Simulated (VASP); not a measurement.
# AlN (P6_3mc) in VASP: further runs, part 2 of 2

VASP 6.6.1.

## (4) Relaxation of shape and atoms at fixed volume, PBE (a relaxed cell with its volume scaled by 0.94)

File INCAR:

```
SYSTEM = AlN
PREC = Accurate ; ENCUT = 520
EDIFF = 1E-7 ; ISMEAR = 0
SIGMA = 0.02 ; LREAL = .False.
LASPH = .True. ; NELM = 60
ALGO = Normal ; ISIF = 4
LWAVE = .False. ; LCHARG = .False.
GGA = PE ; IBRION = 2
NSW = 80 ; EDIFFG = -0.002
```

File KPOINTS:

```
regular mesh
0
Gamma
  3 3 1
  0 0 0
```

File POSCAR:

```
AlN                                     
1.0
    3.0874676162      0.0000000000      0.0000000000
   -1.5437338081      2.6738253869      0.0000000000
    0.0000000000      0.0000000000      4.8331868986
  Al              N             
     2     2
Direct
     0.3333333300000021    0.6666666699999979    0.9961855878091868
     0.6666666699999979    0.3333333300000021    0.4961855878091868
     0.3333333300000021    0.6666666699999979    0.3838144121908158
     0.6666666699999979    0.3333333300000021    0.8838144121908158
```

Command:

```sh
> cat potpaw_PBE.64/Al/POTCAR potpaw_PBE.64/N/POTCAR > POTCAR
> mpirun -np 1 vasp_std > vasp.out
```

Wall time 7.1 s (1 thread of Intel Xeon Platinum 8488C (Sapphire Rapids), shared host); peak memory 0.14 GiB.

Results (log left out):

```yaml
Free_energy: -29.7130 eV
Energy_gained_by_relaxing: 0.3 meV/atom
Ionic_steps: 5
Pressure_after_relaxing: 13.7 GPa
Band_gap_on_the_k_mesh: 4.41 eV, direct
```

Step by step:
| step | energy change (eV) | largest force (eV/Å) | pressure (GPa) | volume (Å³) |
| --- | --- | --- | --- | --- |
| 1 | 0.0000 | 0.0708 | 13.82 | 39.90 |
| 2 | -0.0008 | 0.0075 | 13.74 | 39.90 |
| 3 | -0.0009 | 0.0281 | 13.69 | 39.90 |
| 4 | -0.0011 | 0.0143 | 13.63 | 39.90 |
| 5 | -0.0011 | 0.0000 | 13.65 | 39.90 |

Final structure:
```yaml
crystal:
  lattice:
    - [3.09348, 0.00000, 0.00000]
    - [-1.54674, 2.67903, 0.00000]
    - [0.00000, 0.00000, 4.81441]
  atoms:
    - { symbol: Al, position: [0.33333, 0.66667, 0.99493] }
    - { symbol: Al, position: [0.66667, 0.33333, 0.49493] }
    - { symbol: N, position: [0.33333, 0.66667, 0.38507] }
    - { symbol: N, position: [0.66667, 0.33333, 0.88507] }
```

Levels at points of the mesh, in eV from the valence-band top:
```
           k point  band 6  band 7  band 8  band 9  band 10  band 11
(0.00, 0.00, 0.00)   -0.54   -0.54    0.00    4.41     6.60    10.96
```

Caveat: the k mesh is coarse (spacing up to 1.30 Å⁻¹), so the values aren't converged.

## (5) Relaxation of shape and atoms at fixed volume, PBE (a relaxed cell with its volume scaled by 1.06)

INCAR is that of step 4.

KPOINTS is that of step 4.

Changes to POSCAR since step 4:

```diff
@@ -2,5 +2,5 @@
 1.0
-    3.0874676162      0.0000000000      0.0000000000
-   -1.5437338081      2.6738253869      0.0000000000
-    0.0000000000      0.0000000000      4.8331868986
+    3.2136241442      0.0000000000      0.0000000000
+   -1.6068120721      2.7830801449      0.0000000000
+    0.0000000000      0.0000000000      5.0306749872
   Al              N
```

Command:

```sh
> cat potpaw_PBE.64/Al/POTCAR potpaw_PBE.64/N/POTCAR > POTCAR
> mpirun -np 1 vasp_std > vasp.out
```

It took 7.2 s on 1 thread of Intel Xeon Platinum 8488C (Sapphire Rapids), shared host; peak memory 0.14 GiB.

It converged, with:

- Free energy: -29.7346 eV
- Energy gained by relaxing: 0.2 meV/atom
- Ionic steps: 5
- Pressure after relaxing: -10.2 GPa
- Band gap on the k mesh: 3.46 eV, direct

Step by step:
```tsv
step	energy change (eV)	largest force (eV/Å)	pressure (GPa)	volume (Å³)
1	0.0000	0.0603	-10.24	44.99
2	-0.0006	0.0149	-10.19	44.99
3	-0.0006	0.0111	-10.17	44.99
4	-0.0007	0.0066	-10.16	44.99
5	-0.0007	0.0000	-10.16	44.99
```

Final structure:
```xyz
4
Lattice="3.2098 0.0000 0.0000 -1.6049 2.7798 0.0000 0.0000 0.0000 5.0425" Properties=species:S:1:pos:R:3 pbc="T T T"
Al    0.0000    1.8532    5.0279
Al    1.6049    0.9266    2.5067
N     0.0000    1.8532    1.9308
N     1.6049    0.9266    4.4520
```

Levels at points of the mesh, in eV from the valence-band top:
| k point | band 6 | band 7 | band 8 | band 9 | band 10 | band 11 |
| --- | --- | --- | --- | --- | --- | --- |
| (0.00, 0.00, 0.00) | -0.36 | -0.36 | 0.00 | 3.46 | 5.73 | 10.04 |

Caveat: the k mesh is coarse (spacing up to 1.25 Å⁻¹), so the values aren't converged.

## (6) Relaxation of shape and atoms at fixed volume, PBE (a relaxed cell with its volume scaled by 0.91)

INCAR is that of step 5.

KPOINTS is that of step 5.

Changes to POSCAR since step 5:

```diff
@@ -2,5 +2,5 @@
 1.0
-    3.2136241442      0.0000000000      0.0000000000
-   -1.6068120721      2.7830801449      0.0000000000
-    0.0000000000      0.0000000000      5.0306749872
+    3.0542664665      0.0000000000      0.0000000000
+   -1.5271332333      2.6450723479      0.0000000000
+    0.0000000000      0.0000000000      4.7812131189
   Al              N
```

Potentials or basis: VASP PAW PBE potentials, release 64 (Al, N).

Command:

```sh
> cat potpaw_PBE.64/Al/POTCAR potpaw_PBE.64/N/POTCAR > POTCAR
> mpirun -np 1 vasp_std > vasp.out
```

OUTCAR:

```text
SYSTEM = AlN
   PREC = Accurate
   ENCUT = 520
   EDIFF = 1E-7
   ISMEAR = 0
   LREAL = .False.
   LASPH = .True.
   NELM = 60
   ISIF = 4
   GGA = PE
   IBRION = 2
   NSW = 80
   EDIFFG = -0.002

 ion  position               nearest neighbor table
   1  0.333  0.667  0.996-   4 1.84   4 1.84   4 1.84   3 1.85   2 2.97   2 2.97   2 2.97   2 2.97
                             2 2.97   2 2.97
   2  0.667  0.333  0.496-   3 1.84   3 1.84   3 1.84   4 1.85   1 2.97   1 2.97   1 2.97   1 2.97
                             1 2.97   1 2.97
   3  0.333  0.667  0.384-   2 1.84   2 1.84   2 1.84   1 1.85
   4  0.667  0.333  0.884-   1 1.84   1 1.84   1 1.84   2 1.85

  LATTYP: Found a hexagonal cell.
 ALAT       =     3.0542664665
 C/A-ratio  =     1.5654210827

  Lattice vectors:

 A1 = (   3.0542664665,   0.0000000000,   0.0000000000)
 A2 = (  -1.5271332333,   2.6450723479,   0.0000000000)
 A3 = (   0.0000000000,   0.0000000000,   4.7812131189)

Analysis of symmetry for initial positions (statically):
=====================================================================
 Subroutine PRICEL returns:
 Original cell was already a primitive cell.

 Routine SETGRP: Setting up the symmetry group for a
 hexagonal supercell.

 Subroutine GETGRP returns: Found 12 space group operations
 (whereof  6 operations were pure point group operations)
 out of a pool of 24 trial point group operations.

The static configuration has the point symmetry C_3v.
 The point group associated with its full space group is C_6v.

Analysis of symmetry for dynamics (positions and initial velocities):
=====================================================================
 Subroutine PRICEL returns:
 Original cell was already a primitive cell.

 Routine SETGRP: Setting up the symmetry group for a
 hexagonal supercell.

[... 99 lines left out ...]
   NUPDOWN=      -1.0000    fix difference up-down
   EMIN   =  10.00;   EMAX   =-10.00  energy-range for DOS
   EFERMI =   0.00;   METHOD = LEGACY
   ISMEAR =     0;   SIGMA  =   0.02  broadening in eV -4-tet -1-fermi 0-gaus
   EFERMI_NEDOS =   21; number of points for ismear=-14 and -15
   IALGO  =     38    algorithm
   IMIX   =      4    mixing-type and parameters
     AMIX     =   0.40;   BMIX     =  1.00
     AMIX_MAG =   1.60;   BMIX_MAG =  1.00
  volume/ion in A,a.u.               =       9.66        65.17
  Fermi-wavevector in a.u.,A,eV,Ry     =   1.220358  2.306142 20.262802  1.489274
  Thomas-Fermi vector in A             =   2.355578
   LORBIT       =      0    0 simple, 1 ext, 2 COOP (PROOUT), +10 PAW based schemes
   GGA     = PE    functional components
   LHFCALC =     F    Hartree Fock is set to
   AEXX    =    0.0000 exact exchange contribution
   IVDW    =     0    specifies the selected vdW correction
   LEPSILON=     F    determine dielectric tensor
   LRPA    =     F    only Hartree local field effects (RPA)
 conjugate gradient relaxation of ions
 non-spin polarized calculation
 Gauss-broadening in eV      SIGMA  =   0.02
  energy-cutoff  :      520.00
  volume of cell :       38.63
 maximum number of plane-waves:      1085
 NGX is ok and might be reduce to    24
   NGX = 11   NGY = 11   NGZ = 17

--------------------------------------- Ionic step        1  -------------------------------------------

 number of electron      16.0000001 magnetization

 Free energy of the ion-electron system (eV)
  ---------------------------------------------------
  ext. energy  EPLUGINS =         0.00000000
  ---------------------------------------------------
  free energy    TOTEN  =       -29.56802051 eV

  energy without entropy =      -29.56802051  energy(sigma->0) =      -29.56802051

------------------------ aborting loop because EDIFF is reached ----------------------------------------

  FORCE on cell =-STRESS in cart. coord.  units (eV):
  Direction    XX          YY          ZZ          XY          YZ          ZX
  --------------------------------------------------------------------------------------
  -------------------------------------------------------------------------------------
  Total        5.4884445      5.4884445      5.2400553     -0.0000000      0.0000000      0.0000000
  in kB      227.6550429    227.6550426    217.3521167     -0.0000000      0.0000000      0.0000000
  external PRESSURE =     224.2207341 kB  Pullay stress =       0.0000000 kB
[... 177 lines left out ...]
--------------------------------------- Ionic step        6  -------------------------------------------

 number of electron      15.9999996 magnetization

 Free energy of the ion-electron system (eV)
  ---------------------------------------------------
  ext. energy  EPLUGINS =         0.00000000
  ---------------------------------------------------
  free energy    TOTEN  =       -29.57099730 eV

  energy without entropy =      -29.57099730  energy(sigma->0) =      -29.57099730

 E-fermi :   7.3116     XC(G=0): -11.2450

 val. band max:        7.2248070038   @ k =   0.0000   0.0000   0.0000
 cond. band min:      11.8848925783   @ k =   0.0000   0.0000   0.0000
 fundamental gap:      4.6600855745
 Fermi energy:         7.3115995007

 k-point     1 :       0.0000    0.0000    0.0000
  band No.  band energies     occupation
      1      -8.7290      2.00000
      2      -6.1750      2.00000
      3       0.7234      2.00000
      4       5.8508      2.00000
      5       5.8508      2.00000
      6       6.6208      2.00000
      7       6.6208      2.00000
      8       7.2248      2.00000
      9      11.8849      0.00000
     10      14.0391      0.00000
     11      18.3400      0.00000
     12      18.3400      0.00000
[... 59 lines left out ...]
  FREE ENERGIE OF THE ION-ELECTRON SYSTEM (eV)
  ---------------------------------------------------
  free  energy   TOTEN  =       -29.5709972995 eV

  energy  without entropy=      -29.5709972995  energy(sigma->0) =      -29.57099730

 reached required accuracy - stopping structural energy minimisation
```

Wall time 7.7 s (1 thread of Intel Xeon Platinum 8488C (Sapphire Rapids), shared host); peak memory 0.14 GiB.

What came out:

```yaml
Free_energy: -29.5710 eV
Energy_gained_by_relaxing: 0.7 meV/atom
Ionic_steps: 6
Pressure_after_relaxing: 22.1 GPa
Band_gap_on_the_k_mesh: 4.66 eV, direct
```

The path:
```tsv
step	energy change (eV)	largest force (eV/Å)	pressure (GPa)	volume (Å³)
1	0.0000	0.1103	22.42	38.63
2	-0.0019	0.0063	22.29	38.63
3	-0.0022	0.0505	22.21	38.63
4	-0.0030	0.0029	22.11	38.63
5	-0.0030	0.0022	22.11	38.63
6	-0.0030	0.0011	22.11	38.63
```

Final structure:
```
Al N
1.0
     3.06437    0.00000    0.00000
    -1.53218    2.65382    0.00000
     0.00000    0.00000    4.74975
Al N
2 2
Direct
  0.33333 0.66667 0.99411
  0.66667 0.33333 0.49411
  0.33333 0.66667 0.38589
  0.66667 0.33333 0.88589
```

Levels at points of the mesh, in eV from the valence-band top:
```csv
k point,band 5,band 6,band 7,band 8,band 9,band 10,band 11,band 12
"(0.00, 0.00, 0.00)",-1.37,-0.60,-0.60,0.00,4.66,6.81,11.12,11.12
```

Caveat: the k mesh is coarse (spacing up to 1.31 Å⁻¹), so the values aren't converged; an odd mesh through Γ misses points on the zone boundary, where band edges often lie.

## (7) Relaxation of shape and atoms at fixed volume, PBE (a relaxed cell with its volume scaled by 1.09)

INCAR is that of step 6.

KPOINTS is that of step 6.

Changes to POSCAR since step 6:

```diff
@@ -2,5 +2,5 @@
 1.0
-    3.0542664665      0.0000000000      0.0000000000
-   -1.5271332333      2.6450723479      0.0000000000
-    0.0000000000      0.0000000000      4.7812131189
+    3.2436597556      0.0000000000      0.0000000000
+   -1.6218298778      2.8090917474      0.0000000000
+    0.0000000000      0.0000000000      5.0776933666
   Al              N
```

Potentials or basis: VASP PAW PBE potentials, release 64 (Al, N).

Command:

```sh
> cat potpaw_PBE.64/Al/POTCAR potpaw_PBE.64/N/POTCAR > POTCAR
> mpirun -np 1 vasp_std > vasp.out
```

OUTCAR:

```text
SYSTEM = AlN
   PREC = Accurate
   ENCUT = 520
   EDIFF = 1E-7
   ISMEAR = 0
   LREAL = .False.
   LASPH = .True.
   NELM = 60
   ISIF = 4
   GGA = PE
   IBRION = 2
   NSW = 80
   EDIFFG = -0.002

 ion  position               nearest neighbor table
   1  0.333  0.667  0.996-   4 1.96   4 1.96   4 1.96   3 1.97   2 3.15   2 3.15   2 3.15   2 3.15
                             2 3.15   2 3.15
   2  0.667  0.333  0.496-   3 1.96   3 1.96   3 1.96   4 1.97   1 3.15   1 3.15   1 3.15   1 3.15
                             1 3.15   1 3.15
   3  0.333  0.667  0.384-   2 1.96   2 1.96   2 1.96   1 1.97
   4  0.667  0.333  0.884-   1 1.96   1 1.96   1 1.96   2 1.97

  LATTYP: Found a hexagonal cell.
 ALAT       =     3.2436597556
 C/A-ratio  =     1.5654210827

  Lattice vectors:

 A1 = (   3.2436597556,   0.0000000000,   0.0000000000)
 A2 = (  -1.6218298778,   2.8090917474,   0.0000000000)
 A3 = (   0.0000000000,   0.0000000000,   5.0776933666)

Analysis of symmetry for initial positions (statically):
=====================================================================
 Subroutine PRICEL returns:
 Original cell was already a primitive cell.

 Routine SETGRP: Setting up the symmetry group for a
[... 146 lines left out ...]

 Free energy of the ion-electron system (eV)
  ---------------------------------------------------
  ext. energy  EPLUGINS =         0.00000000
  ---------------------------------------------------
  free energy    TOTEN  =       -29.63639194 eV

  energy without entropy =      -29.63639194  energy(sigma->0) =      -29.63639194

------------------------ aborting loop because EDIFF is reached ----------------------------------------

  FORCE on cell =-STRESS in cart. coord.  units (eV):
  Direction    XX          YY          ZZ          XY          YZ          ZX
  --------------------------------------------------------------------------------------
  -------------------------------------------------------------------------------------
  Total       -4.1916050     -4.1916050     -4.0330199      0.0000000      0.0000000      0.0000000
  in kB     -145.1520723   -145.1520721   -139.6603935      0.0000000      0.0000000      0.0000000
  external PRESSURE =    -143.3215126 kB  Pullay stress =       0.0000000 kB
[... 139 lines left out ...]
--------------------------------------- Ionic step        5  -------------------------------------------

 number of electron      16.0000002 magnetization

 Free energy of the ion-electron system (eV)
  ---------------------------------------------------
  ext. energy  EPLUGINS =         0.00000000
  ---------------------------------------------------
  free energy    TOTEN  =       -29.63783941 eV

  energy without entropy =      -29.63783941  energy(sigma->0) =      -29.63783941

 E-fermi :   5.4417     XC(G=0): -10.4600

 val. band max:        5.3351482149   @ k =   0.0000   0.0000   0.0000
 cond. band min:       8.5757925493   @ k =   0.0000   0.0000   0.0000
 fundamental gap:      3.2406443345
 Fermi energy:         5.4417128417

 k-point     1 :       0.0000    0.0000    0.0000
  band No.  band energies     occupation
      1      -9.3694      2.00000
      2      -7.4579      2.00000
      3      -0.2536      2.00000
      4       4.3291      2.00000
      5       4.3291      2.00000
      6       5.0011      2.00000
      7       5.0011      2.00000
      8       5.3351      2.00000
      9       8.5758      0.00000
     10      10.8648      0.00000
     11      15.1653      0.00000
     12      15.4710      0.00000
[... 59 lines left out ...]
  FREE ENERGIE OF THE ION-ELECTRON SYSTEM (eV)
  ---------------------------------------------------
  free  energy   TOTEN  =       -29.6378394078 eV

  energy  without entropy=      -29.6378394078  energy(sigma->0) =      -29.63783941

 reached required accuracy - stopping structural energy minimisation
```

CONTCAR:

```text
AlN
   1.00000000000000
     3.2385437117861500    0.0000000000000000    0.0000000000000000
    -1.6192718558930750    2.8046611239989629   -0.0000000000000000
     0.0000000000000000    0.0000000000000000    5.0937488665524739
  Al              N
     2     2
Direct
     0.3333333300000021    0.6666666699999979    0.9974942935004523
     0.6666666699999979    0.3333333300000021    0.4974942935004523
     0.3333333300000021    0.6666666699999979    0.3825057064995502
     0.6666666699999979    0.3333333300000021    0.8825057064995503

  0.00000000E+00  0.00000000E+00  0.00000000E+00
  0.00000000E+00  0.00000000E+00  0.00000000E+00
  0.00000000E+00  0.00000000E+00  0.00000000E+00
  0.00000000E+00  0.00000000E+00  0.00000000E+00
```

It took 7.5 s on 1 thread of Intel Xeon Platinum 8488C (Sapphire Rapids), shared host; peak memory 0.14 GiB.

Results:

* Free energy: -29.6378 eV
* Energy gained by relaxing: 0.4 meV/atom
* Ionic steps: 5
* Pressure after relaxing: -14.2 GPa
* Band gap on the k mesh: 3.24 eV, direct

The path:
```
step  energy change (eV)  largest force (eV/Å)  pressure (GPa)  volume (Å³)
   1              0.0000                0.0875          -14.33        46.27
   2             -0.0012                0.0247          -14.27        46.27
   3             -0.0013                0.0119          -14.23        46.27
   4             -0.0014                0.0078          -14.23        46.27
   5             -0.0014                0.0011          -14.23        46.27
```

Final structure:
```
Al N
1.0
     3.23854    0.00000    0.00000
    -1.61927    2.80466    0.00000
     0.00000    0.00000    5.09375
Al N
2 2
Cartesian
  0.0000 1.8698 5.0810
  1.6193 0.9349 2.5341
  0.0000 1.8698 1.9484
  1.6193 0.9349 4.4953
```

Caveat: the k mesh is coarse (spacing up to 1.24 Å⁻¹), so the values aren't converged.

## (8) Overview

| cell | gap on the mesh (eV) | pressure (GPa) |
| --- | --- | --- |
| relaxed at fixed volume from: a relaxed cell with its volume scaled by 0.97 | 4.16 | 6.3 |
| relaxed at fixed volume from: a relaxed cell with its volume scaled by 1.03 | 3.68 | -5.4 |
| relaxed at fixed volume from: a relaxed cell with its volume scaled by 0.94 | 4.41 | 13.7 |
| relaxed at fixed volume from: a relaxed cell with its volume scaled by 1.06 | 3.46 | -10.2 |
| relaxed at fixed volume from: a relaxed cell with its volume scaled by 0.91 | 4.66 | 22.1 |
| relaxed at fixed volume from: a relaxed cell with its volume scaled by 1.09 | 3.24 | -14.2 |

Alike in all rows: task relaxation of shape and atoms at fixed volume; level PBE; potentials or basis VASP PAW PBE potentials, release 64 (Al, N); no spin polarisation; k mesh 3 × 3 × 1; cutoff (eV) 520; smearing gaussian 0.02 eV; the mesh is coarse, so values aren't converged.

Caveats: all runs use coarse meshes; an odd mesh through Γ misses points on the zone boundary, where band edges often lie (some runs).

Total energies depend on the potentials used, so only differences within one code and one set of settings carry meaning.
